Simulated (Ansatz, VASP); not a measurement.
## PtSe2 (Sudovikovite): VASP beside Ansatz

```xyz
3
Lattice="3.7178 0.0000 0.0000 -1.8589 3.2197 0.0000 0.0000 0.0000 5.8155" Properties=species:S:1:pos:R:3 pbc="T T T"
Pt    0.0000    0.0000    0.0000
Se    0.0000    2.1464    1.3109
Se    1.8589    1.0732    4.5046
```

Alike in both runs: functional r2SCAN; k mesh 15 × 15 × 8; occupations gaussian, width 0.1 eV; no spin polarisation.

Ansatz relaxed the structure, and its values are those at the end. VASP's run is a single point on that final structure, the one shown.

|  | VASP | Ansatz |
| --- | --- | --- |
| version | VASP 6.6.1 | Ansatz 0.2.0 |
| potentials or method | VASP PAW PBE potentials, release 64 (Pt, Se) | scalar-relativistic, plane waves, PAW |
| plane-wave cutoff (eV) | 520 | 500 |
| valence electrons in the cell | 22 | 50 |

Ansatz gave:

- gap on the k mesh at the Fermi level (eV): 0.60
- least direct gap on the mesh (eV): 0.94
- pressure (GPa): 0.0
- rms of the force components (eV/Å): 0.000

Task: What did VASP give for the same quantities?

Result: gap on the k mesh at the Fermi level (eV): 0.59; least direct gap on the mesh (eV): 0.93; pressure (GPa): 0.1; rms of the force components (eV/Å): 0.005.

The two sets of potentials don't hold the same shells in valence.

Caveats: the PAW data sets were made with another functional, which shifts forces and pressure a little (VASP); spin-orbit coupling is left out, which moves the levels of the heavy elements; an odd mesh through Γ misses points on the zone boundary, where band edges often lie. r2SCAN opens gaps a little over a GGA but as a rule still falls short of measured ones.
